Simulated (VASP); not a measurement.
Set up this calculation in VASP 6.6.1, as the native input.

| Item | Value |
| --- | --- |
| Task | single point |
| Functional | PBEsol |
| Potentials or basis | VASP PAW PBE potentials, release 64 (Te) |
| Cutoff | 520 eV |
| k mesh | 9 × 9 × 6 |
| Occupations | gaussian, width 0.1 eV |
| Spin | no spin polarisation |
| Further INCAR settings | ALGO = Normal; EDIFF = 1e-06 |

The structure of Te lies in POSCAR:

```
Te
1.0
    4.6013525200      0.0000000000      0.0000000000
   -2.3006762600      3.9848881700      0.0000000000
    0.0000000000      0.0000000000      5.9000620000
Te
3
Direct
    0.2566971700      0.0000000000      0.3333333300
    0.0000000000      0.2566971700      0.6666666700
    0.7433028300      0.7433028300      0.0000000000
```

These files were run (other wordings do the same):

INCAR

```
SYSTEM = Te
PREC = Accurate ; ENCUT = 520
EDIFF = 1E-6 ; ISMEAR = 0
SIGMA = 0.1 ; LREAL = .FALSE.
LASPH = .TRUE. ; NELM = 100
ALGO = Normal ; ISIF = 2
LWAVE = .FALSE. ; LCHARG = .FALSE.
GGA = PS
```

KPOINTS

```
Automatic mesh
0
G
  9 9 6
  0 0 0
```

Potentials or basis: VASP PAW PBE potentials, release 64 (Te).

Launch:

```console
$ cat potpaw_PBE.64/Te/POTCAR > POTCAR
$ mpirun -np 1 vasp_std > vasp.out
```

It gave:

```
Pressure               : -1.6 GPa
Largest force          : 0.167 eV/Å
Band gap on the k mesh : 0.31 eV, direct
```

Caveat: the PAW data sets were made with another functional, which shifts forces and pressure a little; spin-orbit coupling is left out, which moves the levels of the heavy elements; an odd mesh through Γ misses points on the zone boundary, where band edges often lie.

It took 26 s on 1 thread of Intel(R) Xeon(R) 6975P-C (Granite Rapids) (shared host), peak memory 0.27 GiB.
